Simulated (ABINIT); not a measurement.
Crystal: CsSnBr3.

```
Cs Sn Br
1.0
     5.83901    0.00000    0.00000
     0.00000    5.83901    0.00000
     0.00000    0.00000    5.83901
Cs Sn Br
1 1 3
Direct
  0.00000 0.00000 0.00000
  0.50000 0.50000 0.50000
  0.00000 0.50000 0.50000
  0.50000 0.50000 0.00000
  0.50000 0.00000 0.50000
```

The cell is a database's computed one.

Base run:

```yaml
Program: ABINIT 10.8.3 (patched build)
Functional: PBEsol
Potentials_or_basis: JTH PAW PBE v2.0
Cutoff: 599 eV
k_mesh: 4 × 4 × 4
Occupations: fermi-dirac, width 0.05 eV
Spin: no spin polarisation
```

Its results: band gap on the k mesh 0.41 eV, direct; pressure -0.7 GPa.

Question: The run is repeated on the same cell with these changes: functional from PBEsol to PBE. What comes out?

Answer: Band gap on the k mesh 0.49 eV, direct; pressure 0.7 GPa.

PBE binds less tightly than PBEsol, so the same cell stands under more pressure.

Caveats: spin-orbit coupling is left out, which moves the levels of the heavy elements; the PAW data sets were made with another functional, which shifts forces and pressure a little (some runs).

A k mesh can miss the band edges.
